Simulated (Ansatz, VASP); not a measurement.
## MoS2: VASP beside Ansatz

```xyz
3
Lattice="3.1191 0.0000 0.0000 -1.5596 2.7012 0.0000 0.0000 0.0000 16.9807" Properties=species:S:1:pos:R:3 pbc="T T T"
Mo    0.0000    0.0000    0.0000
S     0.0000    1.8008   15.4611
S     0.0000    1.8008    1.5197
```

Change from the starting cell: volume scaled by 0.94.

Alike in both runs: task single point; functional PBE; k mesh 10 × 10 × 2; occupations fermi-dirac, width 0.05 eV; no spin polarisation.

|  | VASP | Ansatz |
| --- | --- | --- |
| version | VASP 6.6.1 | Ansatz 0.2.0 |
| potentials or method | VASP PAW PBE potentials, release 64 (Mo_sv, S) | Ansatz PAW |
| plane-wave cutoff (eV) | 520 | 420 |
| valence electrons in the cell | 26 | 26 |

|  | VASP | Ansatz | Ansatz less VASP |
| --- | --- | --- | --- |
| gap on the k mesh at the Fermi level (eV) | 1.92 | 1.90 | -0.014 |
| least direct gap on the mesh (eV) | 2.10 | 2.10 | -0.005 |
| rms of the force components (eV/Å) | 0.626 | 0.635 | +0.0088 |

Atom by atom the forces differ by 0.009 eV/Å (rms over components). The functional is the same, so the differences come from potentials, cutoffs and numerics.
